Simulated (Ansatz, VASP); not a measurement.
**PbSe: VASP beside Ansatz**

The input INCAR:

```
PREC = Accurate
ENCUT = 520
EDIFF = 1E-7
ISMEAR = 0
SIGMA = 0.05
LREAL = F
LASPH = T
NELM = 100
ALGO = Fast
ISIF = 2
LWAVE = F
LCHARG = F
GGA = PE
NBANDS = 28
```

File KPOINTS:

```
Automatic mesh
0
Gamma
  6 6 6
```

POSCAR

```
PbSe
1.0
    0.0000000000     12.0007990000      3.1254420000
    3.1181510000      0.0000000000      3.1254420000
    3.1181510000     12.0007990000      0.0000000000
Pb Se
2 2
Direct
    0.1427367882      0.7572737882      0.2427262118
    0.7572737882      0.1427367882      0.8572632118
    0.6744230000      0.2955810000      0.7044190000
    0.2955810000      0.6744230000      0.3255770000
```

Input for Ansatz:

```yaml
crystal:
  lattice:
    - [0.0, 12.000799, 3.125442]
    - [3.118151, 0.0, 3.125442]
    - [3.118151, 12.000799, 0.0]
  atoms:
    - { symbol: Pb, position: [0.1427367882, 0.7572737882, 0.2427262118] }
    - { symbol: Pb, position: [0.7572737882, 0.1427367882, 0.8572632118] }
    - { symbol: Se, position: [0.674423, 0.295581, 0.704419] }
    - { symbol: Se, position: [0.295581, 0.674423, 0.325577] }
basis:
  ecutwfc: 420
kpoints:
  mp_grid: { grid: [6, 6, 6] }
hamiltonian:
  xc: pbe
scf:
  occupations: { method: gaussian, width: 0.05 }
output:
  forces: true
  stress: true
  eigenvalues: true
```

Change from the starting cell: all Pb atoms moved -0.300 Å, as atom 1 along Cartesian [0 0 1].

Alike in both runs: task single point; functional PBE; k mesh 6 × 6 × 6; occupations gaussian, width 0.05 eV; no spin polarisation.

|  | VASP | Ansatz |
| --- | --- | --- |
| version | VASP 6.6.1 | Ansatz 0.2.0 |
| potentials or method | VASP PAW PBE potentials, release 64 (Pb_d, Se) | scalar-relativistic, plane waves, PAW |
| plane-wave cutoff (eV) | 520 | 420 |
| valence electrons in the cell | 40 | 60 |

Ansatz gave:

| Item | Value |
| --- | --- |
| gap on the k mesh at the Fermi level (eV) | 1.76 |
| least direct gap on the mesh (eV) | 1.76 |
| pressure (GPa) | 0.2 |
| largest component of the traceless stress (GPa) | 0.43 |
| rms of the force components (eV/Å) | 0.086 |

Problem. Estimate VASP's values.

Solution. gap on the k mesh at the Fermi level (eV): 1.76; least direct gap on the mesh (eV): 1.76; pressure (GPa): 0.2; largest component of the traceless stress (GPa): 0.43; rms of the force components (eV/Å): 0.089.

Atom by atom the forces differ by 0.005 eV/Å (rms over components). The functional is the same, so the differences come from potentials, cutoffs and numerics. The two sets of potentials don't hold the same shells in valence.

Caveats: spin-orbit coupling is left out, which as a rule narrows the gap of such compounds by several tenths of an eV. A k mesh can miss the band edges.
